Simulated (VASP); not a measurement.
Crystal: Ge.

```
Ge
1.0
     0.00000    2.82891    2.82891
     2.82891    0.00000    2.82891
     2.82891    2.82891    0.00000
Ge
2
Direct
  0.75000 0.75000 0.75000
  0.50000 0.50000 0.50000
```

* Program: VASP 6.6.1
* Task: relaxation of cell and atoms
* Functional: vdW-DF2
* Potentials or basis: VASP PAW PBE potentials, release 64 (Ge_d)
* Cutoff: 600 eV
* k mesh: 8 × 8 × 8
* Occupations: fermi-dirac, width 0.05 eV
* Spin: no spin polarisation

At the start: pressure 9.5 GPa; volume 22.64 Å³/atom.

Task: Where does the relaxation end?

Result: Over 11 steps the energy falls by 97.4 meV/atom and the volume is 26.50 Å³/atom (+17.0 %); space group Fd-3m (No. 227, to 0.05 Å).

The path:
| step | energy change (eV) | largest force (eV/Å) | pressure (GPa) | volume (Å³) |
| --- | --- | --- | --- | --- |
| 1 | 0.0000 | 0.0000 | 9.48 | 45.28 |
| 2 | -0.1895 | 0.0000 | -1.08 | 54.63 |
| 3 | -0.1949 | 0.0000 | -0.07 | 52.96 |
| 4 | -0.1947 | 0.0000 | 0.40 | 52.79 |
| 5 | -0.1947 | 0.0000 | 0.19 | 52.82 |
| 6 | -0.1948 | 0.0000 | 0.17 | 52.84 |
| 7 | -0.1948 | 0.0000 | 0.23 | 52.84 |
| 8 | -0.1948 | 0.0000 | 0.20 | 52.85 |
| 9 | -0.1948 | 0.0000 | 0.15 | 52.87 |
| 10 | -0.1948 | 0.0000 | 0.08 | 52.91 |
| 11 | -0.1949 | 0.0000 | -0.03 | 52.99 |

Final structure:
```yaml
crystal:
  lattice:
    - [0.00000, 2.98121, 2.98121]
    - [2.98121, 0.00000, 2.98121]
    - [2.98121, 2.98121, 0.00000]
  atoms:
    - { symbol: Ge, position: [0.75000, 0.75000, 0.75000] }
    - { symbol: Ge, position: [0.50000, 0.50000, 0.50000] }
```

The cell as given is a measured one (22.64 Å³/atom); vdW-DF2 puts the equilibrium volume +17.0 % from it, thermal expansion not counted.

Caveat: the volume moved by over 15 % at a fixed basis, so the end points are rough; the PAW data sets were made with another functional, which shifts forces and pressure a little; the volume moved by +17 % from the deposited cell, more than functionals usually miss.
